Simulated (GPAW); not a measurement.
# Si (P6_3/mmc) in GPAW: a series of runs, part 2 of 2

GPAW 26.7.0. Earlier steps stand in the parts before.

## (3) Relaxation of cell and atoms, PBEsol, target pressure 30 GPa, at which the enthalpy is minimised

run.py reads:

```python
from ase import Atoms
from ase.filters import FrechetCellFilter
from ase.io import write
from ase.optimize import BFGS
from ase.units import GPa
from gpaw import GPAW, PW, setup_paths

setup_paths.insert(0, '.')

atoms = Atoms(['Si', 'Si', 'Si', 'Si'],
              cell=[[3.8313174605, 0.0, 0.0],
                    [-1.9156587303, 3.3180182508, 0.0],
                    [0.0, 0.0, 6.3326220002]],
              scaled_positions=[[0.6666666667, 0.3333333333, 0.9369905],
                                [0.3333333333, 0.6666666667, 0.4369905],
                                [0.6666666667, 0.3333333333, 0.5630095],
                                [0.3333333333, 0.6666666667, 0.0630095]],
              pbc=True)

calc = GPAW(mode=PW(600),
            xc='PBEsol',
            kpts={'size': (7, 7, 4), 'gamma': True},
            occupations={'name': 'fermi-dirac', 'width': 0.05},
            nbands=18,
            convergence={'density': 1e-05, 'forces': 0.0001},
            maxiter=150,
            txt='gpaw.txt')
atoms.calc = calc
opt = BFGS(FrechetCellFilter(atoms, scalar_pressure=30 * GPa), trajectory='relax.traj', logfile='-')
done = opt.run(fmax=0.02, steps=60)
calc.write('gs.gpw')
write('result.traj', atoms)
print('Converged:', done)
print('Cell:', atoms.cell.cellpar().round(4))
print('Volume:', round(atoms.get_volume(), 4))
print(atoms.get_scaled_positions().round(5))
```

Potentials or basis: PAW data sets generated in the run's folder for this functional, pw.

Run with:

```
> gpaw-setup -f PBEsol Si
> OMP_NUM_THREADS=1 python run.py
```

gpaw.txt:

```text
__  _  _
 | _ |_)|_||  |
 |__||  | ||/\| - 26.7.0

Input parameters:
  mode=PW(ecut=600.0),
  convergence={'density': 1e-05, 'forces': 0.0001},
  kpts=MonkhorstPack(size=(7, 7, 4), gamma=True),
  maxiter=150,
  nbands=18,
  occupations=Occupations(name='fermi-dirac', width=0.05),
  xc=XC(name='PBEsol')

Diagonalizing LCAO Hamiltonian
Converting LCAO to pw mode

            Si

            Si
        Si

        Si

Atoms  # Å, Bohr magnetons
|   | symbol |         x |        y |        z |    initial magnetic moments |
|---|--------|-----------|----------|----------|-----------------------------|
| 0 |     Si |  1.915659 | 1.106006 | 5.933607 | ( 0.0000,  0.0000,  0.0000) |
| 1 |     Si | -0.000000 | 2.212012 | 2.767296 | ( 0.0000,  0.0000,  0.0000) |
| 2 |     Si |  1.915659 | 1.106006 | 3.565326 | ( 0.0000,  0.0000,  0.0000) |
| 3 |     Si | -0.000000 | 2.212012 | 0.399015 | ( 0.0000,  0.0000,  0.0000) |

Unit cell  # Å
| periodic |         x |        y |        z |  lengths |     angles |
|----------|-----------|----------|----------|----------|------------|
|      yes |  3.831317 | 0.000000 | 0.000000 | 3.831317 |  90.000000 |
|      yes | -1.915659 | 3.318018 | 0.000000 | 3.831317 |  90.000000 |
|      yes |  0.000000 | 0.000000 | 6.332622 | 6.332622 | 120.000000 |
[... 157 lines left out ...]
Fermi level: 5.627
Eigenvalues  # (at kpt = [0.000, 0.000, 0.000])
| band index |      eig [eV] | occ [0-2] |
|------------|---------------|-----------|
|          0 |        -6.754 |     2.000 |
|          1 |        -4.453 |     2.000 |
|          2 |        -1.794 |     2.000 |
|          3 |         3.944 |     2.000 |
|          4 |         3.944 |     2.000 |
|          5 |         5.118 |     2.000 |
[... 8 lines left out ...]
|         14 |         9.601 |     0.000 |
|         15 |        11.340 |     0.000 |
|        ... |               |           |
|         17 |        12.457 |     0.000 |

Gap: 0.366 eV
Transition (v -> c):
  (s=0, k=0, n=7, [0.00, 0.00, 0.00]) -> (s=0, k=19, n=8, [0.43, 0.00, 0.00])
Direct/indirect transitions are different
Direct gap: 0.952 eV
Transition at: (s=0, k=0, n=7, [0.00, 0.00, 0.00])

Stress tensor  # eV/Ang^3
|        x |         y |         z |
|----------|-----------|-----------|
| 0.000936 |  0.000000 |  0.000000 |
| 0.000000 |  0.000936 | -0.000000 |
| 0.000000 | -0.000000 |  0.001313 |

Forces  # eV/Ang
|        x |        y |        z |
|----------|----------|----------|
|  0.00000 |  0.00000 |  0.01013 |  # Si   0
| -0.00000 | -0.00000 |  0.01013 |  # Si   1
| -0.00000 |  0.00000 | -0.01013 |  # Si   2
|  0.00000 | -0.00000 | -0.01013 |  # Si   3

Interpolating wave functions to new cell

           Si

           Si
        Si

        Si

Atoms  # Å, Bohr magnetons
|   | symbol |         x |        y |        z |    initial magnetic moments |
|---|--------|-----------|----------|----------|-----------------------------|
| 0 |     Si |  1.889922 | 1.091147 | 5.853873 | ( 0.0000,  0.0000,  0.0000) |
| 1 |     Si | -0.000000 | 2.182294 | 2.730186 | ( 0.0000,  0.0000,  0.0000) |
| 2 |     Si |  1.889922 | 1.091147 | 3.517188 | ( 0.0000,  0.0000,  0.0000) |
| 3 |     Si | -0.000000 | 2.182294 | 0.393501 | ( 0.0000,  0.0000,  0.0000) |

Unit cell  # Å
| periodic |         x |         y |         z |  lengths |     angles |
|----------|-----------|-----------|-----------|----------|------------|
|      yes |  3.779844 | -0.000000 | -0.000000 | 3.779844 |  90.000000 |
|      yes | -1.889922 |  3.273441 |  0.000000 | 3.779844 |  90.000000 |
|      yes | -0.000000 |  0.000000 |  6.247375 | 6.247375 | 120.000000 |

Number of symmetries: 12
Symmetry operations  # r_c * U_cc + t_c -> r_c
|    | kind |            matrix            |
|----|------|------------------------------|
|  0 |  σ   |  1, 1, 0,  0,-1, 0,  0, 0, 1 |
|  1 |  S6  |  1, 1, 0, -1, 0, 0,  0, 0,-1 |
|  2 |  E   |  1, 0, 0,  0, 1, 0,  0, 0, 1 |
|  3 |  C2  |  1, 0, 0, -1,-1, 0,  0, 0,-1 |
|  4 |  C2  |  0, 1, 0,  1, 0, 0,  0, 0,-1 |
|  5 |  C3  |  0, 1, 0, -1,-1, 0,  0, 0, 1 |
|  6 |  S6  |  0,-1, 0,  1, 1, 0,  0, 0,-1 |
|  7 |  σ   |  0,-1, 0, -1, 0, 0,  0, 0, 1 |
|  8 |  σ   | -1, 0, 0,  1, 1, 0,  0, 0, 1 |
|  9 |  i   | -1, 0, 0,  0,-1, 0,  0, 0,-1 |
| 10 |  C3  | -1,-1, 0,  1, 0, 0,  0, 0, 1 |
| 11 |  C2  | -1,-1, 0,  0, 1, 0,  0, 0,-1 |
[... 139 lines left out ...]
Fermi level: 5.998
Eigenvalues  # (at kpt = [0.000, 0.000, 0.000])
| band index |      eig [eV] | occ [0-2] |
|------------|---------------|-----------|
|          0 |        -6.644 |     2.000 |
|          1 |        -4.240 |     2.000 |
|          2 |        -1.598 |     2.000 |
|          3 |         4.295 |     2.000 |
|          4 |         4.295 |     2.000 |
|          5 |         5.510 |     2.000 |
[... 8 lines left out ...]
|         14 |        10.050 |     0.000 |
|         15 |        11.716 |     0.000 |
|        ... |               |           |
|         17 |        12.949 |     0.000 |

Gap: 0.279 eV
Transition (v -> c):
  (s=0, k=0, n=7, [0.00, 0.00, 0.00]) -> (s=0, k=19, n=8, [0.43, 0.00, 0.00])
Direct/indirect transitions are different
Direct gap: 1.058 eV
Transition at: (s=0, k=0, n=7, [0.00, 0.00, 0.00])

Stress tensor  # eV/Ang^3
|         x |         y |         z |
|-----------|-----------|-----------|
| -0.024734 | -0.000000 |  0.000000 |
| -0.000000 | -0.024734 | -0.000000 |
|  0.000000 | -0.000000 | -0.024515 |

Forces  # eV/Ang
|        x |        y |        z |
|----------|----------|----------|
| -0.00000 |  0.00000 | -0.01094 |  # Si   0
|  0.00000 | -0.00000 | -0.01094 |  # Si   1
| -0.00000 |  0.00000 |  0.01094 |  # Si   2
|  0.00000 | -0.00000 |  0.01094 |  # Si   3

Interpolating wave functions to new cell

           Si
[... 788 lines left out ...]
convergence criteria:
- Maximum integral of absolute [dens]ity change: 1e-05 electrons / valence electron
- Maximum change in the atomic [forces] across last 2 cycles: 0.0001 eV/Ang OR
Maximum error relative to the maximum force is below inf
- Maximum [total energy] change in last 3 cyles: 0.0005 eV / valence electron
- Maximum integral of absolute [eigenst]ate change: 4e-08 eV^2 / valence electron
maximum number of iterations: 150

SCF iterations
|iter     | |      energy | eigst |  dens |force |
|---------|-|-------------|-------|-------|------|
|iter:   1| |  -21.726906 | -4.85 |       |      |
|iter:   2| |  -21.726905 | -7.42c| -3.30 |      |
|iter:   3| |  -21.726896c| -6.72 | -3.33 |      |
|iter:   4| |  -21.726896c| -8.04c| -4.03 |      |
|iter:   5| |  -21.726895c| -8.32c| -4.57 |      |
|iter:   6| |  -21.726895c| -9.06c| -5.36c|      |
|iter:   7| |  -21.726895c| -9.83c| -6.22c|-5.55c|

Converged in 7 steps
Energy contributions relative to reference atoms: (reference = -31486.786841)

Energy contributions:
  Kinetic:          78.295865
  Coulomb:         -64.638500
  Zero:             -0.089733
  External:          0.000000
  Xc:              -35.293255
  Entropy:          -0.002546
  Spinorbit:         0.000000
  ----------------------------
  Free energy:     -21.728168
  Extrapolated:    -21.726895
[... 830 lines left out ...]
convergence criteria:
- Maximum integral of absolute [dens]ity change: 1e-05 electrons / valence electron
- Maximum change in the atomic [forces] across last 2 cycles: 0.0001 eV/Ang OR
Maximum error relative to the maximum force is below inf
- Maximum [total energy] change in last 3 cyles: 0.0005 eV / valence electron
- Maximum integral of absolute [eigenst]ate change: 4e-08 eV^2 / valence electron
maximum number of iterations: 150

SCF iterations
|iter     | |      energy | eigst |  dens |force |
|---------|-|-------------|-------|-------|------|
|iter:   1| |  -21.719175 | -5.09 |       |      |
|iter:   2| |  -21.719171 | -7.83c| -3.30 |      |
|iter:   3| |  -21.719151c| -6.43 | -3.33 |      |
|iter:   4| |  -21.719151c| -8.02c| -4.13 |      |
|iter:   5| |  -21.719151c| -8.43c| -4.67 |      |
|iter:   6| |  -21.719151c| -9.10c| -5.40c|      |
|iter:   7| |  -21.719151c| -9.68c| -6.00c|-5.38c|

Converged in 7 steps
Energy contributions relative to reference atoms: (reference = -31486.786841)

Energy contributions:
  Kinetic:          78.399289
  Coulomb:         -64.714658
  Zero:             -0.089799
  External:          0.000000
  Xc:              -35.312597
  Entropy:          -0.002771
  Spinorbit:         0.000000
  ----------------------------
  Free energy:     -21.720536
  Extrapolated:    -21.719151
[... 27 lines left out ...]
Stress tensor  # eV/Ang^3
|         x |         y |         z |
|-----------|-----------|-----------|
| -0.187145 | -0.000000 |  0.000000 |
| -0.000000 | -0.187145 |  0.000000 |
| -0.000000 | -0.000000 | -0.187390 |

Forces  # eV/Ang
|        x |        y |        z |
|----------|----------|----------|
| -0.00000 |  0.00000 |  0.00595 |  # Si   0
|  0.00000 | -0.00000 |  0.00595 |  # Si   1
| -0.00000 |  0.00000 | -0.00595 |  # Si   2
|  0.00000 | -0.00000 | -0.00595 |  # Si   3

# Writing to gs.gpw (mode='')
```

It took 4.5 min on 1 thread of Arm Neoverse N1, shared host; peak memory 0.25 GiB.

Results:

| Quantity | Value |
| --- | --- |
| Free energy | -21.7205 eV |
| Relaxed volume | 16.30 Å³/atom |
| Relaxed cell | a = 3.563 Å, b = 3.563 Å, c = 5.930 Å, α = 90.00°, β = 90.00°, γ = 120.00° |
| Space group after relaxing (to 0.05 Å) | P6_3/mmc (No. 194) |
| Energy change on relaxing (the enthalpy is what falls) | +298.0 meV/atom |
| Ionic steps | 10 |
| Pressure after relaxing | 30.0 GPa |
| Largest force after relaxing | 0.006 eV/Å |
| Band gap on the k mesh | none (metal or under the smearing width) |

Forces in eV/Å, atoms in the order of the input:
```
Si   0.000  0.000  0.006
Si   0.000  0.000  0.006
Si   0.000  0.000 -0.006
Si   0.000  0.000 -0.006
```

The path:
```
step  energy change (eV)  largest force (eV/Å)  pressure (GPa)  volume (Å³)
   1              0.0000                0.0101           -0.17        80.50
   2              0.0366                0.0109            3.95        77.30
   3              0.9596                0.0787           26.06        66.54
   4              1.2203                0.0472           30.51        65.06
   5              1.1904                0.0314           30.01        65.22
   6              1.1844                0.0174           29.91        65.25
   7              1.1768                0.0221           29.77        65.29
   8              1.1796                0.0345           29.80        65.27
   9              1.1883                0.0220           29.93        65.23
  10              1.1921                0.0059           30.00        65.20
```

Final structure:
```xyz
4
Lattice="3.5632 0.0000 0.0000 -1.7816 3.0858 0.0000 0.0000 0.0000 5.9302" Properties=species:S:1:pos:R:3 pbc="T T T"
Si    1.7816    1.0286    5.5492
Si    0.0000    2.0572    2.5842
Si    1.7816    1.0286    3.3460
Si    0.0000    2.0572    0.3809
```

Caveat: later steps reuse the first step's grids; the volume moved by over 15 % at a fixed basis, so the end points are rough.
